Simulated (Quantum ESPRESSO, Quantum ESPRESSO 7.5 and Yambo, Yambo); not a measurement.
**BP (F-43m): a self-consistent loop beyond G0W0, cycle by cycle**

How far does self-consistency move the gap of BP (F-43m)?

Program: Quantum ESPRESSO 7.5 and Yambo 5.3.0. Level of theory: PBE and many-body steps on it, plane waves. Results are calculated unless marked as measured.

## (1) The starting structure

Symmetry: F-43m, No. 216, cubic system. Conventional cell: a = 4.538 Å, b = 4.538 Å, c = 4.538 Å, α = 90.00°, β = 90.00°, γ = 90.00°. Nearest to B lie 4 P at 1.97 Å. Nearest to P lie 4 B at 1.97 Å. Farther neighbours are not listed.

The cell and positions come from the Crystallography Open Database and are kept as given unless a step says otherwise.

## (2) Empty states on the mesh, 4×4×4 mesh, 101 bands

This step: Quantum ESPRESSO 7.5; DFT, PBE, plane waves, norm-conserving pseudopotentials.

The sums over transitions need many empty states on a uniform mesh; this step solves for them.

Contents of pw.in:

```
&control
  calculation = 'nscf'
  prefix = 'x'
  outdir = 'o'
  pseudo_dir = 'pseudo'
/
&system
  ibrav = 0
  nat = 2
  ntyp = 2
  ecutwfc = 68.0
  nbnd = 101
  force_symmorphic = .true.
/
&electrons
  conv_thr = 1e-9
  electron_maxstep = 80
  diago_full_acc = .true.
  diago_thr_init = 5e-6
/
ATOMIC_SPECIES
  B 10.81 B.upf
  P 30.974 P.upf
CELL_PARAMETERS angstrom
  0.0000000000 2.2690000000 2.2690000000
  2.2690000000 0.0000000000 2.2690000000
  2.2690000000 2.2690000000 0.0000000000
ATOMIC_POSITIONS crystal
  B 0.0000000000 0.0000000000 0.0000000000
  P 0.2500000000 0.2500000000 0.2500000000
K_POINTS automatic
  4 4 4 0 0 0
```

Run with:

```console
OMP_NUM_THREADS=1 mpirun -n 4 pw.x -nk 4 -in pw.in > pw.out
```

Output:

```text
Program PWSCF v.7.5 starts

     This program is part of the open-source Quantum ESPRESSO suite
     for quantum simulation of materials; please cite
         "P. Giannozzi et al., J. Phys.:Condens. Matter 21 395502 (2009);
         "P. Giannozzi et al., J. Phys.:Condens. Matter 29 465901 (2017);
         "P. Giannozzi et al., J. Chem. Phys. 152 154105 (2020);
     in publications or presentations arising from this work. More details at

     Atomic positions and unit cell read from directory:
     o/x.save/

     Message from routine setup:
[...]
k =-0.3536-0.3536 0.3536 (  1476 PWs)   bands (ev):

[...]
122.8507 126.9860 130.0111 130.6490 130.6490 131.2919 131.2919 132.7419
   133.4946 133.4946 133.7494 137.6891 137.6891 139.6389 140.7021 141.1333
   141.1333 143.3674 143.3674 143.4655 144.1074

          k = 0.3536 0.0000 0.0000 (  1491 PWs)   bands (ev):

     [... further k-points ...]

     highest occupied, lowest unoccupied level (ev):     9.2413   10.5886

     XML data file, pseudopotentials, collected wavefunctions

=------------------------------------------------------------------------------=
   JOB DONE.
=------------------------------------------------------------------------------=
```

Run time: 2.7 s. Hardware: 4 MPI ranks of Arm Neoverse V1, shared host; peak memory 0.23 GiB; 11 s of CPU time.

This step gave:

```yaml
gap: 1.347 eV
k_of_the_valence_top: 0, 0, 0
k_of_the_conduction_bottom: 0, -0.5, -0.5
least_direct_gap: 3.407 eV
k_points_computed: 8
lowest_point_of_the_top_converged_band_above_the_valence_top: 131.7203 eV
```

On this mesh the gap is 1.347 eV.

The density comes from a self-consistent run that is not shown.

## (3) Conversion and set-up

This step: Yambo 5.3.0; conversion and set-up on PBE, plane waves, norm-conserving pseudopotentials.

The states are converted to the many-body program's format and the q mesh is built.

Run with:

```console
(cd o/x.save; p2y > p2y.log; mv SAVE ../..); yambo > setup.log
```

Output:

```text
 Yambo, version 5.3.0

 [02] CORE Variables Setup
 =========================

  [02.01] Unit cells
  ==================

  Cell kind             :  FCC
  Atoms in the cell     :  B  P
  number of B  atoms    :  1
  number of P  atoms    :  1

  List of atomic masses
  Mass of B     :  10.81000
  Mass of P     :  30.97400

  List of atomic coordinates    : [cc]
  B1       :  0.000000  0.000000  0.000000  order 1
  P1       :  2.143894  2.143894  2.143894  order 2

  Alat factors          :  4.287789  4.287789  4.287789 [a.u.]
  Direct lattice volume :  157.6631 [a.u.]
[...]
==========================================

 IBZ Q-points                                      :   8
 BZ  Q-points                                      :   64

 K/Q-points units:
 rlu = crystal or reduced units; cc = cartesian coordinates; iku = interal k-units

 Q [1]          [rlu]:  0.000000  0.000000  0.000000
 Q [2]          [rlu]: -0.10617E-17 -0.10617E-17  0.25000
 Q [3]          [rlu]:  0.21235E-17  0.21235E-17 -0.50000
[...]
Q [7]          [rlu]:  0.18101E-16 -0.50000     -0.50000
 Q [8]          [rlu]:  0.250000 -0.500000 -0.250000

  [03.01] X indexes
  =================

   [03.01.01] Sigma indexes
   ========================

 [06] Game Over & Game summary
```

Run time: 2 s. Hardware: 1 MPI rank; peak memory 0.23 GiB.

## (4) G0W0

G0W0 replaces the xc potential by the self-energy, built once from these orbitals. Only a window of levels is corrected, while the sums run over the empty bands that the input names.

This step: G0W0 on PBE, plane waves, norm-conserving pseudopotentials.

Contents of gw1.in:

```
HF_and_locXC
gw0
dyson
ppa
em1d
rim_cut
RandQpts= 1000000
RandGvec= 1 RL
EXXRLvcs= 68 Ry
VXCRLvcs= 272 Ry
Chimod= "HARTREE"
% BndsRnXp
 1 | 101 |
%
NGsBlkXp= 15.5 Ry
% LongDrXp
 1 | 1 | 1 |
%
% GbndRnge
 1 | 101 |
%
DysSolver= "n"
ExtendOut
PPAPntXp= 27.21138 eV
% QPkrange
 1 | 8 | 1 | 8 |
%
```

Run with:

```console
OMP_NUM_THREADS=1 mpirun -n 4 yambo -F gw1.in -J gw1 -C gw1 > gw1.log
```

Output:

```text
 Yambo, version 5.3.0

 [02] CORE Variables Setup
 =========================

  [... cell, symmetries and grids as in the set-up ...]

  [02.05] Energies & Occupations
  ==============================

  [X] === General ===
  [X] Electronic Temperature                        :  0.000000  0.000000 [eV K]
  [X] Bosonic    Temperature                        :  0.000000  0.000000 [eV K]
  [X] Finite Temperature mode                       : no
  [X] El. density                                   :  0.34242E+24 [cm-3]
  [X] Fermi Level                                   :  9.241273 [eV]

  [X] === Gaps and Widths ===
  [X] Conduction Band Min                           :  1.347324 [eV]
  [X] Valence Band Max                              :  0.000000 [eV]
  [X] Filled Bands                                  :   4
  [X] Empty Bands                                   :    5  101
  [X] Direct Gap                                    :  3.406803 [eV]
  [X] Direct Gap localized at k                     :  1
  [X] Indirect Gap                                  :  1.347324 [eV]
  [X] Indirect Gap between kpts                     :   1   7
  [X] Last valence band width                       :  5.466754 [eV]
  [X] 1st conduction band width                     :  3.986001 [eV]

 [03] Transferred momenta grid and indexing
 ==========================================

 IBZ Q-points                                      :   8
 BZ  Q-points                                      :   64

 K/Q-points units:
 rlu = crystal or reduced units; cc = cartesian coordinates; iku = interal k-units

 Q [1]          [rlu]:  0.000000  0.000000  0.000000
 Q [2]          [rlu]: -0.10617E-17 -0.10617E-17  0.25000
 Q [3]          [rlu]:  0.21235E-17  0.21235E-17 -0.50000
 Q [4]          [rlu]: -0.90507E-17  0.25000      0.25000
 Q [5]          [rlu]:  0.10377E-16  0.25000      0.50000
 Q [6]          [rlu]:  0.21235E-17  0.25000     -0.25000
 Q [7]          [rlu]:  0.18101E-16 -0.50000     -0.50000
 Q [8]          [rlu]:  0.250000 -0.500000 -0.250000

 [04] Coloumb potential Random Integration (RIM)
 ===============================================

  [04.01] RIM initialization
  ==========================

  * Diagonal components only detected *

  8 x (sBL volume)        :  0.196662 [a.u.]
  sBZ random points       :  1000000
  Points outside the sBZ  :   7987327
  RL volume               :  1.573293 [a.u.]
  Integrated volume       :  1.575789 [a.u.]

  [04.02] RIM integrals
  =====================

  Gamma point sphere radius             :  0.105485 [a.u.]
  Points outside the sphere             :   799513
  [Int_sBZ(q=0) 1/q^2]*(Vol_sBZ)^(-1/3) =:  7.764325
                                 should be <:  7.795600

  Summary of Coulomb integrals for non-metallic bands |Q|[au] RIM/Bare

  Q [1] 0.100000E-4 0.995988 * Q [2] 0.317261 1.066317
  Q [4] 0.366342 1.065091 * Q [6] 0.518086 1.027759
  Q [5] 0.607509 1.020584 * Q [3] 0.634523 1.018268
  Q [7] 0.732684 1.014689 * Q [8] 0.819165 1.011648

 [05] Dipoles
 ============

  [05.01] Setup: observables and procedures
  =========================================

 [06] Dynamic Dielectric Matrix (PPA)
 ====================================

 [WR./gw1//ndb.pp]---------------------------------------------------------------
  Brillouin Zone Q/K grids (IBZ/BZ)                :    8   64    8   64
  RL vectors                                       :  1917 [WF]
  Coulomb cutoff potential                         : none
  Electronic Temperature                           :  0.000000 [K]
  Bosonic    Temperature                           :  0.000000 [K]
  PPA    diel. fun.  energies                      : Perdew, Burke & Ernzerhof(X)+Perdew, Burke & Ernzerhof(C)
  wavefunctions                                    : Perdew, Burke & Ernzerhof(X)+Perdew, Burke & Ernzerhof(C)
  Global Gauge                                     : length
  X matrix size                                    :  181
  X band range                                     :    1  101
  X e/h energy range                               : -1.000000 -1.000000 [eV]
  X Time ordering                                  : R
  X Hxc Kernel                                     : HARTREE
  X Drude frequency                                :  0.000000  0.000000
  X poles                                          :  100.0000 [o/o]
  RL vectors in the sum                            :  1917
  [r,Vnl] included                                 : yes
  Field direction                                  :  0.577350E-5  0.577350E-5  0.577350E-5
  BZ energy Double Grid                            : no
  BZ energy DbGd points                            : 0
  BZ Q point size factor                           : -1.000000
  X Optical Averaged directions                    : none

 [07] Local Exchange-Correlation + Non-Local Fock
 ================================================

 [VXC] Plane waves :  11935
 [EXS] Plane waves :  1471

 QP @ state[ 1 ] K range:   1   8
 QP @ state[ 1 ] b range:   1   8

 [xc] Functional : Perdew, Burke & Ernzerhof(X)+Perdew, Burke & Ernzerhof(C)
 [xc] LIBXC used to calculate xc functional
  PP Number of Atomic Species                      :  2
  NLCC RL compoments                               :  11935
  PP Number of Atomic Species                      :  2
  NLCC RL compoments                               :  11935

 [xc] E_xc :  -2.825902 [Ha]
      E_xc :  -5.651803 [Ry]

  Local XC kind (lXC) : Perdew, Burke & Ernzerhof(X)+Perdew, Burke & Ernzerhof(C)
  Non-Local XC kind (nlXC) : Hartree-Fock

  Corrections @ K [1] :  [eV]
 <1|nlXC|1> = -20.44689  0.39189E-16 <1|lXC|1> = -12.11671  0.18882E-15
 <2|nlXC|2> = -15.11572  0.21796E-16 <2|lXC|2> = -13.31497 -0.56641E-15
 <3|nlXC|3> = -15.11595 -0.22475E-16 <3|lXC|3> = -13.31497  0.18882E-15
 <4|nlXC|4> = -15.11596 -0.83148E-17 <4|lXC|4> = -13.31497 -0.94423E-16
 <5|nlXC|5> = -7.139172 -0.35472E-17 <5|lXC|5> = -12.02100 -0.94465E-16
 <6|nlXC|6> = -7.139667  0.13503E-17 <6|lXC|6> = -12.02100 -0.18882E-15
[...]
Corrections @ K [2] :  [eV]
[...]
Corrections @ K [3] :  [eV]
[...]
Corrections @ K [4] :  [eV]
[...]
Corrections @ K [5] :  [eV]
[...]
[... 2 further k-points ...]
  Corrections @ K [8] :  [eV]
[...]
<6|nlXC|6> = -5.715581 -0.52538E-17 <6|lXC|6> = -11.08265 -0.18881E-15
 <7|nlXC|7> = -5.800497  0.33304E-17 <7|lXC|7> = -12.24407 -0.19036E-19
 <8|nlXC|8> = -5.718506  0.37052E-18 <8|lXC|8> = -12.07460 -0.47186E-16

  [07.01] Hartree-Fock occupations report
  =======================================

  [Hartree-Fock] === General ===
  [Hartree-Fock] Electronic Temperature             :  0.000000  0.000000 [eV K]
  [Hartree-Fock] Bosonic    Temperature             :  0.000000  0.000000 [eV K]
  [Hartree-Fock] Finite Temperature mode            : no
  [Hartree-Fock] El. density                        :  0.34242E+24 [cm-3]
  [Hartree-Fock] Fermi Level                        :  9.241273 [eV]

  [Hartree-Fock] === Gaps and Widths ===
  [Hartree-Fock] Conduction Band Min                :  5.744359 [eV]
  [Hartree-Fock] Valence Band Max                   : -1.800984 [eV]
  [Hartree-Fock] Filled Bands                       :   4
  [Hartree-Fock] Empty Bands                        :    5  101
  [Hartree-Fock] Direct Gap                         :  10.08962 [eV]
  [Hartree-Fock] Direct Gap localized at k          :  1
  [Hartree-Fock] Indirect Gap                       :  7.545343 [eV]
  [Hartree-Fock] Indirect Gap between kpts          :   1   7
  [Hartree-Fock] Last valence band width            :  7.311274 [eV]
  [Hartree-Fock] 1st conduction band width          :  4.994057 [eV]

 [08] Dyson equation: Newton solver
 ==================================

  [08.01] G0W0 (W PPA)
  ====================

  [  GW  ] Bands range     :    1  101
  [GW/PPA] G damping       :  0.100000 [eV]

  QP @ state[ 1 ] K range:   1   8
  QP @ state[ 1 ] b range:   1   8

   Sc/G bands                                       :    1  101
   Sc/G damping                                     :  0.100000 ev
   Sc bands terminator                              : no
   Sx RL components                                 :  1471

   QP @ state[ 1 ] K range                          :   1   8
   QP @ state[ 1 ] b range                          :   1   8
   GF energies kind                                 : Perdew, Burke & Ernzerhof(X)+Perdew, Burke & Ernzerhof(C)
   GF WF`s kind                                     : Perdew, Burke & Ernzerhof(X)+Perdew, Burke & Ernzerhof(C)
   Xs energies kind                                 : Perdew, Burke & Ernzerhof(X)+Perdew, Burke & Ernzerhof(C)
   Xs WF`s kind                                     : Perdew, Burke & Ernzerhof(X)+Perdew, Burke & Ernzerhof(C)

 [11] Game Over & Game summary
```

The job ended after 2.3 min (4 MPI ranks; peak memory 1.2 GiB).

Numbers from this step:

- G0W0 gap on the mesh: 2.046 eV
- starting gap on the mesh: 1.347 eV
- k of the valence top: 0, 0, 0
- k of the conduction bottom: 0, -0.5, -0.5
- least direct G0W0 gap on the computed points: 4.275 eV
- Z at the valence top: 0.7971
- Z at the conduction bottom: 0.8098

The gap on the mesh goes from 1.35 eV to 2.05 eV, a correction of +0.70 eV.

## (5) evGW0, cycle 1

This step: evGW0 on PBE, plane waves, norm-conserving pseudopotentials.

gw2.in, as its differences from gw1.in of step 4:

```diff
@@ -27 +27,2 @@
 %
+GfnQPdb= "E < ./gw1/ndb.QP"
```

Run with:

```console
OMP_NUM_THREADS=1 mpirun -n 4 yambo -F gw2.in -J gw2,gw1_W -C gw2 > gw2.log
```

Output:

```text
 Yambo, version 5.3.0

 [02] CORE Variables Setup
 =========================

  [... cell, symmetries and grids as in the set-up ...]

  [02.05] Energies & Occupations
  ==============================

  [X] === General ===
  [X] Electronic Temperature                        :  0.000000  0.000000 [eV K]
  [X] Bosonic    Temperature                        :  0.000000  0.000000 [eV K]
  [X] Finite Temperature mode                       : no
  [X] El. density                                   :  0.34242E+24 [cm-3]
  [X] Fermi Level                                   :  9.241273 [eV]

  [X] === Gaps and Widths ===
  [X] Conduction Band Min                           :  1.347324 [eV]
  [X] Valence Band Max                              :  0.000000 [eV]
  [X] Filled Bands                                  :   4
  [X] Empty Bands                                   :    5  101
  [X] Direct Gap                                    :  3.406803 [eV]
  [X] Direct Gap localized at k                     :  1
  [X] Indirect Gap                                  :  1.347324 [eV]
  [X] Indirect Gap between kpts                     :   1   7
  [X] Last valence band width                       :  5.466754 [eV]
  [X] 1st conduction band width                     :  3.986001 [eV]

 [03] Transferred momenta grid and indexing
 ==========================================

 IBZ Q-points                                      :   8
 BZ  Q-points                                      :   64

 K/Q-points units:
 rlu = crystal or reduced units; cc = cartesian coordinates; iku = interal k-units

 Q [1]          [rlu]:  0.000000  0.000000  0.000000
 Q [2]          [rlu]: -0.10617E-17 -0.10617E-17  0.25000
 Q [3]          [rlu]:  0.21235E-17  0.21235E-17 -0.50000
[...]
[G+QP] Direct Gap localized at k                  :  1
  [G+QP] Indirect Gap                               :  2.045630 [eV]
  [G+QP] Indirect Gap between kpts                  :   1   7
  [G+QP] Last valence band width                    :  5.640099 [eV]
  [G+QP] 1st conduction band width                  :  4.185717 [eV]

  [coarse-grid] Minimum Bare Gap        [ev]:  1.347324
  [coarse-grid] Minimum Gap Correction  [ev]:  0.698306

  Eqp @ K [1]
   -15.2302      0.00000    -0.730131E-4 -0.611862E-4   4.27539      4.27524      4.27526      8.15287
  Eqp @ K [2]
  -14.31267  -5.03654  -1.15912  -1.15931   4.81178   5.68493   5.68518  10.42458
  Eqp @ K [3]
  -12.15137  -9.28563  -1.85394  -1.85394   4.56250   5.65320   5.65316  10.83850
  Eqp @ K [4]
  -13.94724  -3.89555  -2.83861  -2.83855   2.60293   5.78287   8.68308   8.68327
  Eqp @ K [5]
  -11.80799  -7.97620  -4.96034  -3.33215   3.32565   7.30069   9.12903   9.22605
  [... 2 further k-points ...]
  Eqp @ K [8]
  -10.50967  -8.38538  -5.87747  -5.64016   6.23129   7.50043   8.28242   8.31091

 [07] Dipoles
 ============

  [07.01] Setup: observables and procedures
  =========================================

 [08] Dynamic Dielectric Matrix (PPA)
 ====================================

   Sc/G bands                                       :    1  101
   Sc/G damping                                     :  0.100000 ev
   Sc bands terminator                              : no
   Sx RL components                                 :  1471

   QP @ state[ 1 ] K range                          :   1   8
   QP @ state[ 1 ] b range                          :   1   8
   GF energies kind                                 : Perdew, Burke & Ernzerhof(X)+Perdew, Burke & Ernzerhof(C)+ E < ./gw1/ndb.QP + @E Fit
   GF WF`s kind                                     : Perdew, Burke & Ernzerhof(X)+Perdew, Burke & Ernzerhof(C)
   Xs energies kind                                 : Perdew, Burke & Ernzerhof(X)+Perdew, Burke & Ernzerhof(C)
   Xs WF`s kind                                     : Perdew, Burke & Ernzerhof(X)+Perdew, Burke & Ernzerhof(C)

 [13] Game Over & Game summary
```

It took 2.2 min on 4 MPI ranks; peak memory 1.1 GiB; 8.6 min of CPU time.

This step gave:

* quasiparticle gap on the mesh: 2.119 eV
* gap of the density functional on the mesh: 1.347 eV
* k of the valence top: 0, 0, 0
* k of the conduction bottom: 0, -0.5, -0.5
* least direct quasiparticle gap on the computed points: 4.373 eV
* Z at the valence top: 0.8004
* Z at the conduction bottom: 0.8175

Against G0W0 in Yambo (4×4×4 mesh, 101 bands, screening to 210.9 eV, Godby-Needs plasmon pole), the gap moves by +0.073 eV.

The program's own table gives 2.246 eV, which is too large where the input levels are shifted: this version takes Σc at the unshifted level E₀, yet steps from the shifted one. The value above is the Newton step from E₀, E₀ + Z(Σc + Σx − Vxc), rebuilt from the printed columns.

## (6) evGW0, cycle 2

The corrected levels of the last cycle go back in.

gw3.in, as its differences from gw2.in of step 5:

```diff
@@ -27,2 +27,2 @@
 %
-GfnQPdb= "E < ./gw1/ndb.QP"
+GfnQPdb= "E < ./gw2_fix/ndb.QP"
```

Run with:

```console
OMP_NUM_THREADS=1 mpirun -n 4 yambo -F gw3.in -J gw3,gw1_W -C gw3 > gw3.log
```

Output:

```text
 Yambo, version 5.3.0

 [02] CORE Variables Setup
 =========================

  [... cell, symmetries and grids as in the set-up ...]

  [02.05] Energies & Occupations
  ==============================

  [X] === General ===
  [X] Electronic Temperature                        :  0.000000  0.000000 [eV K]
  [X] Bosonic    Temperature                        :  0.000000  0.000000 [eV K]
  [X] Finite Temperature mode                       : no
  [X] El. density                                   :  0.34242E+24 [cm-3]
[...]
Sx RL components                                 :  1471

   QP @ state[ 1 ] K range                          :   1   8
   QP @ state[ 1 ] b range                          :   1   8
   GF energies kind                                 : Perdew, Burke & Ernzerhof(X)+Perdew, Burke & Ernzerhof(C)+ E < ./gw1/ndb.QP + @E Fit+ E < ./gw2_fix/
   GF WF`s kind                                     : Perdew, Burke & Ernzerhof(X)+Perdew, Burke & Ernzerhof(C)
   Xs energies kind                                 : Perdew, Burke & Ernzerhof(X)+Perdew, Burke & Ernzerhof(C)
   Xs WF`s kind                                     : Perdew, Burke & Ernzerhof(X)+Perdew, Burke & Ernzerhof(C)

 [13] Game Over & Game summary
```

It took 2.2 min on 4 MPI ranks; peak memory 1.1 GiB; 8.7 min of CPU time.

This step gave:

| Quantity | Value |
| --- | --- |
| quasiparticle gap on the mesh | 2.126 eV |
| gap of the density functional on the mesh | 1.347 eV |
| k of the valence top | 0, 0, 0 |
| k of the conduction bottom | 0, -0.5, -0.5 |
| least direct quasiparticle gap on the computed points | 4.385 eV |

Against the cycle before, the gap moves by +0.007 eV.

The program's own table gives 2.266 eV, which is too large where the input levels are shifted: this version takes Σc at the unshifted level E₀, yet steps from the shifted one. The value above is the Newton step from E₀, E₀ + Z(Σc + Σx − Vxc), rebuilt from the printed columns.

(Part 1 of 2 ends here.)

[Paths, hosts, dates, memory and timing lines, banners, echoed tables and standing remarks are left out of the program output.]

[Logs are printed without paths, hosts, clocks, repeated set-up lines and the standing remarks that a program may print on its own settings, such as how far it seeks lower states.]

[Runs of the session that timed out or met a known fault of the program may be left out.]

[Hosts, paths, dates, database ids (printed as entryN), source tags and the programs' standing remarks are cut or masked in the printed files.]
